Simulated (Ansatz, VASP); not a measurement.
## HfO2 (1T-HfO2, 1 layer): VASP beside Ansatz

Wanted: the spread between two codes on one cell, functional and k mesh. Of the first pair: The structure shown is the start of the Ansatz relaxation below; VASP solves that cell, so the two are compared at the walk's first step.

Calculated with Ansatz 0.2.0; plane waves, with VASP 6.6.1 beside it; single point at PBE and single point at PBE with D3(BJ).

## (1) The starting structure

The cell holds 3 atoms: 2 O and 1 Hf. Its edges and angles: a = 3.240 Å, b = 3.240 Å, c = 19.519 Å, α = 90.0°, β = 90.0°, γ = 120.0°. Vacuum lies along c.

## (2) Ansatz: relaxation, PBE

Ansatz runs on its default PAW (the set named soft_2) files.

The two programs are compared at the cell with which this relaxation starts, whose forces are those of its first step.

Contents of input.yaml:

```yaml
crystal:
  lattice:
    - [3.24, 0.0, 0.0]
    - [-1.62, 2.8059223083, 0.0]
    - [0.0, 0.0, 19.5185908759]
  atoms:
    - { symbol: O, position: [0.6666666667, 0.3333333333, 0.4354822566] }
    - { symbol: Hf, position: [0.0, 0.0, 0.5] }
    - { symbol: O, position: [0.3333333333, 0.6666666667, 0.5645177434] }
kpoints:
  mp_grid: { grid: [12, 12, 1] }
hamiltonian:
  xc: pbe
scf:
  occupations: { method: fermi_dirac, width: 0.05 }
  convergence: { dr2_threshold: 1.0e-08 }
efield:
  axis: 3
  dipole_correction: true
  ramp_position: 0.97
  ramp_width: 0.04
relax:
  f_tol: 0.01
  cell: { fix: [c, alpha, beta] }
output:
  write_potential: true
  write_density: true
  volumetric_format: npy
```

On the command line:

```
ansatz run input.yaml --threads 4 --pin off --max-ram 8192MiB --backend cpu --events-out ev --progress --plain --runs-dir out
```

Numbers of over 12 decimals in the logs are rounded to 6 here.

The log of the run:

```text
Warning: relax.cell: scf.convergence.dr2_threshold = 1e-8 eV is looser than the 3e-10 eV advised for a relaxation that steers and ends on the stress (1e-10 eV for each atom of the cell: 3). What an SCF threshold leaves in a stress goes as its square root, and in the free energy as the threshold itself, and one threshold admits the most on a small cell: [figures from the program's tests cut] Set scf.convergence.dr2_threshold to 3e-10 eV or tighter. The threshold is an SCF's pass mark: one that does not reach it within its budget of iterations ends unconverged, or closes short of it on a stop that the run arms, and scf.convergence.dr2_threshold's page says what that costs each kind of run
Engine: ansatz 0.2.0, x86_64-unknown-linux-gnu
Pseudopotentials: kind: paw
Pseudopotential: O, paw, valence charge 6, recommended cutoff 420 eV (normal), O.paw.azcp
Pseudopotential: Hf, paw, valence charge 26, recommended cutoff 420 eV (normal), Hf.paw.azcp
Functional definition: PBE
  parameter kappa = 0.804
  parameter beta = 0.066725
  exchange = pbe_x(kappa = kappa, mu = beta*pi^2/3)
  correlation = pbe_c(beta = beta)
Crystal: 3 atoms, lattice volume = 177.447 Å³
Basis set: ecut = 420 eV, 3521 PW (Γ), exchange–correlation on 48×48×270 points (8 copies of the dense FFT grid, shifted against one another)
Bands: 23, of which v1, the nominal top of the filled ones, is band 19 counted from 1 (18 counted from 0)
Symmetry: 6 space group operations
k-points: 19 of 144 (time reversal used)
Non-local potential: O, projectors of the file, l = 0: 2, l = 1: 2, l = 2: 1
Non-local potential: Hf, projectors of the file, l = 0: 3, l = 1: 2, l = 2: 2, l = 3: 3
PAW form: soft (Blöchl's): semilocal exchange-correlation on the pseudo side does not see the compensation charge
PAW one-centre angular grid: O, 110 points (default); XC on 64 Gauss nodes
PAW one-centre angular grid: Hf, 590 points (default); XC on 64 Gauss nodes
Initial density: superposition of atomic densities (neutral atoms: chi_scale 0, normalization atom), corrected by the library's trained network
Initial wavefunctions: pseudopotential atomic-orbital guess
Functional: x = pbe(κ = 0.804, μ = 0.219515), c = pbe(β = 0.066725)
SCF iter   1: F=—  HF=-16859.761671 eV  |F-HF|=—  |Δ(HF+E_count)|=         —  Δρ=2.37e-3  dr2=1.32e-2  ethr=1.77e-3  p=0.000 e·Å  D=7.56e-6 V/Å  ΔV_dip=-0.00 eV  dr2_dipole=5.77e-8  V_vac-E_F(+/−)=7.03/7.03 eV  ⟨swp⟩=6.9  Hψ=2188  notcnv=0
efield: sawtooth ramp at fractional position 0.9700 (set: `efield.ramp_position`, or a place that a band, a saddle search or an elastic batch's reference lends), width 0.0400; the density the first Hamiltonian is built on has a dipole p = 0.000 e·Å; the dipole correction subtracts the counter field D = 7.56e-6 V/Å, which shifts the + side's vacuum level by -0.00 eV against the − side's; the planar-averaged density in the ramp window peaks in size at 3.8e-6 e/Å³
preconditioner: auto → none  [insulator: Δε(μ)=3.186 eV  Ē_g=17.059 eV  σ=0.050 eV  W_gap=1.00  n_scr=12 (ndim 8)  ℏωp=16.7 eV  f_vac=0.743  D(μ)=0.00/eV (n_scr^D=0)  ε∞_Penn≈2.0]
SCF iter   2: F=—  HF=-16859.764090 eV  |F-HF|=—  |Δ(HF+E_count)|=   2.42e-3  Δρ=2.93e-3  dr2=1.72e-2  ethr=3.47e-5  p=0.000 e·Å  D=1.79e-4 V/Å  ΔV_dip=-0.00 eV  dr2_dipole=8.04e-7  V_vac-E_F(+/−)=7.07/7.07 eV  ⟨swp⟩=2.4  Hψ=1010  notcnv=0
SCF iter   3: F=—  HF=-16859.761005 eV  |F-HF|=—  |Δ(HF+E_count)|=   3.08e-3  Δρ=6.07e-4  dr2=6.23e-4  ethr=3.47e-5  p=-0.000 e·Å  D=-1.33e-4 V/Å  ΔV_dip=0.00 eV  dr2_dipole=6.25e-7  V_vac-E_F(+/−)=7.10/7.10 eV  ⟨swp⟩=2.0  Hψ=781  notcnv=0
SCF iter   4: F=—  HF=-16859.761403 eV  |F-HF|=—  |Δ(HF+E_count)|=   3.98e-4  Δρ=1.94e-4  dr2=1.09e-4  ethr=1.64e-6  p=0.001 e·Å  D=6.34e-4 V/Å  ΔV_dip=-0.01 eV  dr2_dipole=1.24e-5  V_vac-E_F(+/−)=7.14/7.15 eV  ⟨swp⟩=3.1  Hψ=842  notcnv=0
SCF iter   5: F=—  HF=-16859.761516 eV  |F-HF|=—  |Δ(HF+E_count)|=   1.14e-4  Δρ=2.94e-4  dr2=3.12e-4  ethr=2.87e-7  p=-0.001 e·Å  D=-1.15e-3 V/Å  ΔV_dip=0.02 eV  dr2_dipole=4.05e-5  V_vac-E_F(+/−)=7.17/7.15 eV  ⟨swp⟩=2.7  Hψ=751  notcnv=0  recentre
SCF iter   6: F=—  HF=-16859.761480 eV  |F-HF|=—  |Δ(HF+E_count)|=   3.69e-5  Δρ=5.31e-5  dr2=7.22e-6  ethr=2.87e-7  p=0.000 e·Å  D=1.55e-4 V/Å  ΔV_dip=-0.00 eV  dr2_dipole=7.53e-7  V_vac-E_F(+/−)=7.16/7.16 eV  ⟨swp⟩=2.0  Hψ=543  notcnv=0
SCF iter   7: F=—  HF=-16859.761423 eV  |F-HF|=—  |Δ(HF+E_count)|=   5.70e-5  Δρ=1.05e-5  dr2=1.51e-7  ethr=1.90e-8  p=0.000 e·Å  D=1.40e-5 V/Å  ΔV_dip=-0.00 eV  dr2_dipole=3.49e-9  V_vac-E_F(+/−)=7.16/7.16 eV  ⟨swp⟩=2.5  Hψ=597  notcnv=0
[...]
SCF 5 converged in 6 iterations: F = -16860.994143 eV  dr2 = 6.22e-9
relax step   5: F+E_penalty+E_count = -16860.99414321 eV  Δ(F+E_penalty+E_count) = -5.830e-4 eV  max|allowed force component| = 1.567e-3 eV/Å  Δτ_max = 0.0001 Å  P = -0.006 GPa  Ω = 178.709 Å³  energy of the carried Pulay correction = -1.220e-3 eV  fix = [c, alpha, beta]  reactions: c -0.012 GPa  (6 SCF iters, accepted)
Initial wavefunctions: pseudopotential atomic-orbital guess (no wavefunctions were taken with the density)
iter 1 solved again at ethr=4.97e-7 eV; its pass at ethr=3.10e-3 eV (dr2=1.89e-4 eV) is discarded
SCF iter   1: F=—  HF=-16860.995368 eV  |F-HF|=—  |Δ(HF+E_count)|=         —  Δρ=4.24e-5  dr2=3.22e-7  ethr=4.97e-7  p=-0.000 e·Å  D=-4.91e-6 V/Å  ΔV_dip=0.00 eV  dr2_dipole=1.38e-10  V_vac-E_F(+/−)=5.40/5.40 eV  ⟨swp⟩=4.1  Hψ=3503  notcnv=0
efield: sawtooth ramp at fractional position 0.9700 (set: `efield.ramp_position`, or a place that a band, a saddle search or an elastic batch's reference lends), width 0.0400; the density the first Hamiltonian is built on has a dipole p = -0.000 e·Å; the dipole correction subtracts the counter field D = -4.91e-6 V/Å, which shifts the + side's vacuum level by +0.00 eV against the − side's; the planar-averaged density in the ramp window peaks in size at 1.4e-7 e/Å³
eigensolver tolerance schedule: the retry pair's looser diagonalisation over-reported the residual by 585.13 of it (diagonalisation noise at 0.10 of the residual, at the tolerance the schedule requests for it); recorded, not acted on — ethr = c·dr2/N_el stays at c = 1.0e-1
preconditioner: auto → none  [insulator: Δε(μ)=4.833 eV  Ē_g=17.665 eV  σ=0.050 eV  W_gap=1.00  n_scr=12 (ndim 8)  ℏωp=16.7 eV  f_vac=0.763  D(μ)=0.00/eV (n_scr^D=0)  ε∞_Penn≈1.9]
SCF iter   2: F=—  HF=-16860.995451 eV  |F-HF|=—  |Δ(HF+E_count)|=   8.35e-5  Δρ=2.11e-5  dr2=1.64e-7  ethr=8.48e-10  p=0.000 e·Å  D=3.45e-6 V/Å  ΔV_dip=-0.00 eV  dr2_dipole=4.59e-10  V_vac-E_F(+/−)=5.40/5.40 eV  ⟨swp⟩=3.0  Hψ=1001  notcnv=0
SCF iter   3: F=—  HF=-16860.995511 eV  |F-HF|=—  |Δ(HF+E_count)|=   5.96e-5  Δρ=1.16e-5  dr2=7.79e-8  ethr=4.31e-10  p=-0.000 e·Å  D=-1.22e-5 V/Å  ΔV_dip=0.00 eV  dr2_dipole=1.59e-9  V_vac-E_F(+/−)=5.40/5.40 eV  ⟨swp⟩=2.9  Hψ=967  notcnv=0
SCF iter   4: F=—  HF=-16860.995541 eV  |F-HF|=—  |Δ(HF+E_count)|=   3.00e-5  Δρ=3.59e-6  dr2=2.57e-8  ethr=2.05e-10  p=0.000 e·Å  D=9.87e-6 V/Å  ΔV_dip=-0.00 eV  dr2_dipole=2.18e-9  V_vac-E_F(+/−)=5.40/5.40 eV  ⟨swp⟩=2.9  Hψ=759  notcnv=0
SCF iter   5: F=-16860.995544 eV  HF=-16860.995543 eV  |F-HF|=1.26e-6  |Δ(HF+E_count)|=   2.08e-6  Δρ=1.42e-6  dr2=1.74e-9  ethr=2.63e-11  p=-0.000 e·Å  D=-4.26e-6 V/Å  ΔV_dip=0.00 eV  dr2_dipole=7.99e-11  V_vac-E_F(+/−)=5.40/5.40 eV  ⟨swp⟩=10.9  Hψ=3585  notcnv=0
SCF 6 converged in 5 iterations: F = -16860.995544 eV  dr2 = 1.74e-9
relax step   6: F+E_penalty+E_count = -16860.99554442 eV  Δ(F+E_penalty+E_count) = -1.401e-3 eV  max|allowed force component| = 1.495e-3 eV/Å  Δτ_max = 0.0000 Å  P = +0.011 GPa  Ω = 178.709 Å³  fix = [c, alpha, beta]  reactions: c -0.002 GPa  stress off target by 1.76e-2 GPa on what of the cell is left free  SCF on the basis re-selected at this cell (its energy is not comparable with the rows above)  (5 SCF iters)
basis re-selected at this cell: Δ(F+E_penalty+E_count) = -1.401e-3 eV, ΔP = +0.018 GPa vs the last step (what re-selecting the basis moved, of the pressure what is left beyond the Pulay correction that the steps carried, after the strain that the cell walked since its last selection, with what the two solves' SCF thresholds leave and, on support functions, any second-order correction that the steps lacked; it is no m [...]
WARN: The output density's exchange-correlation potential varies sharply where the density is thin. Do not read a vacuum level from v_tot or v_xc, or from such a field of the output density. On a cell that repeats whose density bears no net charge and no dipole along the vacuum's axis use v_es (v_loc + v_h of the components); under efield.dipole_correction with no amplitude use v_es + v_field, which holds any externa [...]
SCF converged after 5 iterations
Free energy (F): -16860.995544 eV
Harris-Foulkes:  -16860.995543 eV  (|F-HF|=1.26e-6)
Internal energy: -16860.995544 eV  (E = F + TS)
E sigma→0 (E₀):  -16860.995544 eV
Fermi energy:    -1.219104 eV
Dipole field:    D = 0.000008 V/Å  (p = 0.000008 e·Å, saw-weighted, corrected)
Work function:   Φ+ = 5.4030 eV   Φ− = 5.4031 eV
Levels:          The Fermi level and band energies are counted from a zero that moves with the ramp; work functions are not
--- Per-component energies (eV) ---
  E_band       = -658.110746
  E_kinetic    = 769.714304
  E_local      = -41135.500342  (includes V_loc(G=0)·N_el)
  E_nonlocal   = -1147.118641
  E_hartree    = 19977.366930
  E_xc         = -446.950685
  E_vxc        = -453.558174  (∫ρ·V_xc dr)
  E_paw        = -7243.175524  (= ΣΔE_a)
  E_vpaw       = 1353.611863  (= ΣTr[D̂ρ^β])
  E_aug_tail   = 0.004928  (compensation charges beyond the density's cutoff)
  E_efield     = 0.000000  (sawtooth field / dipole correction)
  E_vefield    = -0.000063  (∫n·V_field dr)
  E_ewald      = 12364.663485
  E_smearing   = -0.000000  (= −TS)
  E_closure    = -0.000000  (closes the sum)
  Σ components = -16860.995544   (vs F -16860.995544, Δ=0.00e0)
--- Forces (eV/Å), atoms counted from 1 ---
  atom   1  O      0.00000000     0.00000000     0.00137550
  atom   2  Hf    -0.00000000     0.00000000     0.00011156
  atom   3  O      0.00000000    -0.00000000    -0.00149965
  max |Σ_I F_I| component: 1.26e-5 eV/Å
--- Stress (GPa, compression-positive) ---
        0.017633       0.000000      -0.000000
        0.000000       0.017633       0.000000
       -0.000000       0.000000      -0.001998
  P = ⅓ Tr σ = 0.0111 GPa (0.111 kbar)
--- Band table (eV; the first three rows and the last of 19) ---
  k-point 0: bands = [... 15 lower, -6.8618, -4.2446, -3.8698, -3.8698, 1.4720, 1.4720, 1.8175, 3.6464]
  k-point 1: bands = [... 15 lower, -6.7817, -4.2201, -4.0896, -3.9715, 1.4635, 1.6359, 2.0310, 3.7112]
  k-point 2: bands = [... 15 lower, -6.5807, -4.8244, -4.2134, -3.9009, 1.4062, 2.0534, 2.4630, 3.8561]
  k-point 18: bands = [... 15 lower, -6.5008, -4.7392, -4.7391, -4.3147, 1.3912, 2.7299, 2.7300, 6.3111]
--- Relaxed structure (5 steps of the walk, 5 accepted, 1 SCFs on fresh bases) ---
  F+E_penalty+E_count = -16860.99554442 eV   max|allowed force component| = 1.495e-3 eV/Å   (the final SCF, on the basis selected at the relaxed cell)
  cell:  # Å, volume = 178.7093 Å³
    - [3.251502, 4.2567735354268875e-19, 0]
    - [-1.625751, 2.815884, 0]
    - [0, 0, 19.5185908759]
  atoms:
    - { symbol: O, position: [0.666667, 0.333333, 0.450299] }
    - { symbol: Hf, position: [0, 0, 0.500000] }
    - { symbol: O, position: [0.333333, 0.666667, 0.549702] }
```

The column dr2 measures how far the density is from self-consistency, as an energy; F and HF (Harris–Foulkes) agree once it is small.

## (3) VASP: single point, PBE, start cell, pair 1

The same cell, functional, mesh and smearing now go to VASP, with its own data sets.

Lines of VASP's logs that name or quote its potential files are left out, and so is its time.

Contents of INCAR:

```
SYSTEM = HfO2
PREC = Accurate
ENCUT = 520
EDIFF = 1E-06
NELM = 120
ISMEAR = -1
SIGMA = 0.05
LREAL = .FALSE.
ALGO = Normal
GGA = PE
NBANDS = 17
LASPH = .TRUE.
LORBIT = 11
LWAVE = .FALSE.
LCHARG = .FALSE.
ISIF = 2
LDIPOL = .TRUE.
IDIPOL = 3
DIPOL = 0.5 0.5 0.5
LVHAR = .TRUE.
GGA_COMPAT = .FALSE.
EFERMI = MIDGAP
NELMDL = -8
KPAR = 2
```

Contents of POSCAR:

```
HfO2
1.0
    3.2400000000      0.0000000000      0.0000000000
   -1.6200000000      2.8059220000      0.0000000000
    0.0000000000      0.0000000000     19.5185910000
O Hf
2 1
Direct
    0.6666666667      0.3333333333      0.4354822538
    0.3333333333      0.6666666667      0.5645177462
    0.0000000000      0.0000000000      0.5000000000
```

Contents of KPOINTS:

```
Automatic mesh
0
Gamma
12 12 1
0 0 0
```

Potentials, in the order of the species: O and Hf_pv (PBE family, release 64).

On the command line:

```
mpirun -np 2 vasp_std
```

The log of the run:

```text
[banner, memory and clock lines left out]
running    2 mpi-ranks, on    1 nodes
 distrk:  each k-point on    1 cores,    2 groups
 distr:  one band on    1 cores,    1 groups

 POSCAR found type information on POSCAR O Hf
 POSCAR found :  2 types and       3 ions
 LDA part: xc-table for (Slater+PW92), standard interpolation
 POSCAR, INCAR and KPOINTS ok, starting setup
 FFT: planning ... GRIDC
 FFT: planning ... GRID_SOFT
 FFT: planning ... GRID
 WAVECAR not read
 entering main loop
       N       E                     dE             d eps       ncg     rms          rms(c)
DAV:   1     0.124638616284E+03    0.12464E+03   -0.10861E+04   798   0.101E+03
DAV:   2    -0.184891216708E+02   -0.14313E+03   -0.13919E+03   862   0.228E+02
DAV:   3    -0.336146795020E+02   -0.15126E+02   -0.15070E+02   820   0.742E+01
DAV:   4    -0.338531974069E+02   -0.23852E+00   -0.23780E+00   933   0.101E+01
DAV:   5    -0.338566122962E+02   -0.34149E-02   -0.34135E-02   833   0.109E+00
DAV:   6    -0.338567178099E+02   -0.10551E-03   -0.10549E-03   947   0.174E-01
DAV:   7    -0.338567221284E+02   -0.43185E-05   -0.43179E-05   842   0.314E-02
DAV:   8    -0.338567223203E+02   -0.19198E-06   -0.19185E-06   900   0.647E-03    0.388E+01
DAV:   9    -0.290121091180E+02    0.48446E+01   -0.32974E+01   793   0.333E+01    0.423E+01
DAV:  10    -0.288369897527E+02    0.17512E+00   -0.12303E+00   790   0.716E+00    0.414E+01
DAV:  11    -0.286891359017E+02    0.14785E+00   -0.16598E-01   930   0.339E+00    0.148E+01
DAV:  12    -0.285167369254E+02    0.17240E+00   -0.12300E+00   687   0.663E+00    0.987E+00
DAV:  13    -0.285084056848E+02    0.83312E-02   -0.38770E-02   794   0.143E+00    0.737E+00
DAV:  14    -0.285032265758E+02    0.51791E-02   -0.19637E-02   883   0.918E-01    0.148E+00
[...]
DAV:  21    -0.285027971258E+02   -0.60971E-04   -0.72258E-06   855   0.157E-02    0.798E-03
DAV:  22    -0.285028110881E+02   -0.13962E-04   -0.30507E-07   792   0.367E-03    0.455E-03
DAV:  23    -0.285028258767E+02   -0.14789E-04   -0.93897E-07   713   0.375E-03    0.880E-03
DAV:  24    -0.285028304692E+02   -0.45925E-05   -0.12708E-07   651   0.146E-03    0.293E-03
DAV:  25    -0.285028360446E+02   -0.55755E-05   -0.33276E-07   665   0.206E-03    0.402E-03
DAV:  26    -0.285028376813E+02   -0.16366E-05   -0.45111E-08   703   0.849E-04    0.251E-04
DAV:  27    -0.285028390565E+02   -0.13752E-05   -0.40304E-08   703   0.717E-04    0.157E-03
DAV:  28    -0.285028395446E+02   -0.48806E-06   -0.84511E-09   630   0.379E-04
   1 F= -.28502840E+02 E0= -.28502840E+02  d E =-.502586E-14
```

OUTCAR, selected parts (step 3):

```text
ion  position               nearest neighbor table
   1  0.667  0.333  0.435-   3 2.25   3 2.25   3 2.25
   2  0.333  0.667  0.565-   3 2.25   3 2.25   3 2.25
   3  0.000  0.000  0.500-   2 2.25   1 2.25   2 2.25   1 2.25   2 2.25   1 2.25

  LATTYP: Found a hexagonal cell.
 ALAT       =     3.2400000000
 C/A-ratio  =     6.0242564815

 Subroutine GETGRP returns: Found 12 space group operations
 (whereof 12 operations were pure point group operations)

The static configuration has the point symmetry D_3d.

 Found     19 irreducible k-points:

   k-points           NKPTS =     19   k-points in BZ     NKDIM =     19   number of bands    NBANDS=     17

   dimension x,y,z NGX =    24 NGY =   24 NGZ =  150
   dimension x,y,z NGXF=    48 NGYF=   48 NGZF=  300

   ENCUT  =  520.0 eV  38.22 Ry    6.18 a.u.   6.02  6.02 36.29*2*pi/ulx,y,z

   NELECT =      22.0000    total number of electrons

 k-points in reciprocal lattice and weights: Automatic mesh
   0.00000000  0.00000000  0.00000000       0.007
   0.08333333  0.00000000  0.00000000       0.042
   0.16666667  0.00000000  0.00000000       0.042
   0.25000000  0.00000000  0.00000000       0.042
   0.33333333  0.00000000  0.00000000       0.042
   0.41666667  0.00000000  0.00000000       0.042
   0.50000000  0.00000000  0.00000000       0.021
   0.08333333  0.08333333  0.00000000       0.042
   0.16666667  0.08333333  0.00000000       0.083
[...]
0.33333333  0.25000000  0.00000000       0.083
   0.33333333  0.33333333  0.00000000       0.014

 dipolmoment           0.000000      0.000000      0.000000 electrons x Angstroem

 average (electrostatic) potential at core
       1 -79.6411       2 -79.6411       3 -48.0004

 E-fermi :  -4.9243

 k-point     1 :       0.0000    0.0000    0.0000
  band No.  band energies     occupation
    ...
      7      -8.5970      2.00000
      8      -8.5970      2.00000
      9      -6.8865      2.00000
     10      -6.5464      2.00000
     11      -6.5464      2.00000
     12      -2.0624      0.00000
     13      -2.0624      0.00000
     14      -1.4411      0.00000
     15      -1.1662      0.00000
     16       1.5225      0.00000
    ...

 k-point     2 :       0.0833    0.0000    0.0000
  band No.  band energies     occupation
    ...
      7      -8.6889      2.00000
      8      -8.5438      2.00000
      9      -6.8378      2.00000
     10      -6.7663      2.00000
     11      -6.6279      2.00000
     12      -2.1682      0.00000
     13      -1.9223      0.00000
     14      -1.4258      0.00000
     15      -0.8633      0.00000
     16       1.0539      0.00000
    ...

 k-point     3 :       0.1667    0.0000    0.0000
  band No.  band energies     occupation
    ...
      7      -8.8300      2.00000
      8      -8.4133      2.00000
      9      -7.4594      2.00000
     10      -6.8142      2.00000
     11      -6.6027      2.00000
     12      -2.4435      0.00000
     13      -1.5448      0.00000
     14      -1.3274      0.00000
     15      -0.1681      0.00000
     16       0.8592      0.00000
    ...

  Total       -4.4553736     -4.4553726    -10.5976540     -0.0000000      0.0000000     -0.0000000
  in kB      -40.2277405    -40.2277317    -95.6866280     -0.0000000      0.0000000     -0.0000000
  external PRESSURE =     -58.7140334 kB  Pullay stress =       0.0000000 kB

  energy-cutoff  :      520.00
  volume of cell :      177.45
      direct lattice vectors                 reciprocal lattice vectors
     3.240000000  0.000000000  0.000000000     0.308641975  0.178194547  0.000000000
    -1.620000000  2.805922000  0.000000000     0.000000000  0.356389094  0.000000000
     0.000000000  0.000000000 19.518591000     0.000000000  0.000000000  0.051233206

 POSITION                                       TOTAL-FORCE (eV/Angst)
 -----------------------------------------------------------------------------------
      1.62000      0.93531      8.50000        -0.000000      0.000000      4.189371
     -0.00000      1.87061     11.01859         0.000000     -0.000000     -4.189371
      0.00000      0.00000      9.75930        -0.000000      0.000000      0.000000
 -----------------------------------------------------------------------------------
    total drift:                                0.000000     -0.000000      0.000000

  FREE ENERGIE OF THE ION-ELECTRON SYSTEM (eV)
  ---------------------------------------------------
  free  energy   TOTEN  =       -28.5028395446 eV

  energy  without entropy=      -28.5028395446  energy(sigma->0) =      -28.50283954

 vacuum level on the upper side and lower side of the slab         2.315         2.315

 total charge
# of ion       s       p       d       tot
------------------------------------------
    1        1.572   3.357   0.000   4.929
    2        1.572   3.357   0.000   4.929
    3        0.286   6.493   1.294   8.073
--------------------------------------------------
tot          3.430  13.206   1.294  17.930

[... 3 further parts left out ...]
```

Harder data sets than Hf_pv exist (the GW ones), and pressures, volumes and forces can shift noticeably with them.

(Part 1 of 2 ends here.)

[Lines on the potential files, build, host, timing and source positions are cut from VASP's logs without a mark.]

[Logs are printed without paths, hosts, clocks, repeated set-up lines and the standing remarks that a program may print on its own settings, such as how far it seeks lower states.]

[Hosts, paths, dates, database ids (printed as entryN), source tags and the programs' standing remarks are cut or masked in the printed files.]
